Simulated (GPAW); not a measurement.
The system is Si.

```
Si
1.0
     0.00000    2.72185    2.72185
     2.72185    0.00000    2.72185
     2.72185    2.72185    0.00000
Si
2
Direct
  0.50000 0.50000 0.50000
  0.75000 0.75000 0.75000
```

Program: GPAW 26.7.0. Alike in all runs: potentials or basis GPAW PAW data sets (gpaw-data 1.2.1), pw; no spin polarisation; cell as given; smearing fermi-dirac 0.05 eV. Hardware: 1 thread of Arm Neoverse V1, with other jobs on the host.

Problem. Order these runs on this cell by their wall time, lowest first.
A. task band structure; level vdW-DF2; k mesh 8 × 8 × 8; cutoff (eV) 600; maxiter 150; band path GXWKGLUWLK,UX; band points 80; mesh quality not flagged
B. task band structure; level revTPSS; k mesh 8 × 8 × 8; cutoff (eV) 600; maxiter 150; band path GXWKGLUWLK,UX; band points 80; eigensolver davidson; mesh quality not flagged
C. task single point; level HSE03; k mesh 4 × 4 × 4; cutoff (eV) 450; maxiter 60; mesh quality coarse

Solution. A (30 s), B (120 s), C (300 s).

Caveats: some runs use coarse meshes; exact exchange converges slowly with the k mesh, and this mesh is small (some runs).
